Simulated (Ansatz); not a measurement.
Runs of Ansatz 0.2.0 on MnO. Symmetry: Fm-3m, No. 225, cubic system. The conventional cell has a = 4.448 Å, b = 4.448 Å, c = 4.448 Å, α = 90.00°, β = 90.00°, γ = 90.00°. Mn (site symmetry m-3m) is surrounded by 6 O at 2.22 Å. O (site symmetry m-3m) is surrounded by 6 Mn at 2.22 Å. The cell is a database's computed one.

| task | level | cell | k mesh | cutoff (eV) | smearing | gap on the mesh (eV) | pressure (GPa) | moment (μB) | relaxed volume (Å³/atom) |
| --- | --- | --- | --- | --- | --- | --- | --- | --- | --- |
| relaxation of cell and atoms | LDA | relaxed | 10 × 10 × 10 | - | fermi-dirac 0.05 eV | - | 0.0 | 4.12 | (b) |
| relaxation of cell and atoms | PBEsol+D3(BJ) | relaxed | 10 × 10 × 10 | - | fermi-dirac 0.05 eV | - | 0.0 | 4.77 | 11.03 |
| phonons | PBEsol | as given | 7 × 7 × 7 | 346 | fermi-dirac 0.05 eV | none | - | (c) | - |
| single point | PBE | as given | 10 × 10 × 10 | 324 | gaussian 0.018 eV | none | 0.2 | (a) | - |
| single point | LDA | as given | 10 × 10 × 10 | 324 | gaussian 0.05 eV | none | -16.4 | 4.61 | - |

Alike in all rows: potentials or basis all-electron LAPW, scalar-relativistic; spin collinear, ferromagnetic start; basis error allowed 0.001 eV/atom.

Task: Estimate the missing entries.

Result: (a) 4.80; (b) 9.45; (c) 4.69.

Caveats: a cell with one magnetic atom can't hold antiferromagnetic order, which such compounds often take; semilocal functionals often make such compounds metallic where correlation or magnetic order opens a gap, which also shifts bond lengths (some runs); the k mesh is thin for a metal, which can move the energy by tens of meV per atom (some runs); a metal's response needs a denser mesh (some runs); so large a pressure means that the cell lies far from this level's equilibrium, or that cutoff or potentials fall short (some runs).

A k mesh can miss the band edges.

A gap of «none» marks a metal or a gap under the smearing width.

Not every run made on this cell is shown here.
